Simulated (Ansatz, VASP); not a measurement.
# Two plane-wave programs on B

```xyz
8
Lattice="2.4035 -3.0453 0.0000 2.4035 3.0453 0.0000 0.0000 0.0000 4.7812" Properties=species:S:1:pos:R:3 pbc="T T T"
B     3.8578    0.7870    2.0829
B     3.8578   -0.7870    4.4735
B     0.9492   -0.7870    4.4735
B     3.8578    0.7870    0.3077
B     0.9492   -0.7870    2.6983
B     0.9492    0.7870    2.0829
B     3.8578   -0.7870    2.6983
B     0.9492    0.7870    0.3077
```

Alike in both runs: functional PBE; k mesh 4 × 4 × 4; occupations gaussian, width 0.1 eV; no spin polarisation.

Ansatz relaxed the structure, and its values are those at the end. VASP's run is a single point on that final structure, the one shown.

```csv
,VASP,Ansatz
version,VASP 6.6.1,Ansatz 0.2.0
potentials or method,"VASP PAW PBE potentials, release 64 (B)","scalar-relativistic, plane waves, PAW"
plane-wave cutoff (eV),520,420
valence electrons in the cell,24,24
```

```tsv
	VASP	Ansatz	Ansatz less VASP
gap on the k mesh at the Fermi level (eV)	none	none	-
pressure (GPa)	-0.1	-0.1	0.00
rms of the force components (eV/Å)	0.003	0.005	+0.0016
```

A gap of «none» marks a metal or a gap that the smearing closes. With one functional, cell and mesh, what is left measures potentials, basis and numerics.

Caveats: the k mesh is coarse (spacing up to 0.42 Å⁻¹), so the values aren't converged.
